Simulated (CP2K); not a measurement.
Runs of CP2K 2026.2 on Ta. All rows change the cell; the cell of one of them follows. The structure is orthorhombic, space group Fmmm (No. 69). Conventional cell: a = 3.303 Å, b = 4.484 Å, c = 4.671 Å, α = 90.00°, β = 90.00°, γ = 90.00°. Ta (site symmetry mmm) is surrounded by 8 Ta at 2.78 to 2.86 Å. 

| cell | gap on the mesh (eV) | pressure (GPa) |
| --- | --- | --- |
| strain_c = -0.04 | none | (b) |
| strain_c = 0 | none | 1.5 |
| strain_c = 0.04 | none | -5.6 |
| strain_c = -0.02 | none | 5.9 |
| strain_c = 0.06 | none | (a) |

Alike in all rows: task atomic charges; level PBE; potentials or basis POTENTIAL_UZH Ta GTH-PBE-q13; TZVP-MOLOPT-PBE-GTH basis; no spin polarisation; k mesh 11 × 11 × 11; smearing fermi-dirac 0.05 eV.

**Question.** Fill in the values left out.

**Answer.** (a) -8.4; (b) 10.8.

Caveats: the basis of atomic orbitals isn't converged, which shifts pressures, moduli and gaps.

A k mesh can miss the band edges, and the runs leave out spin-orbit coupling on Ta.

A gap of «none» marks a metal or a gap under the smearing width.
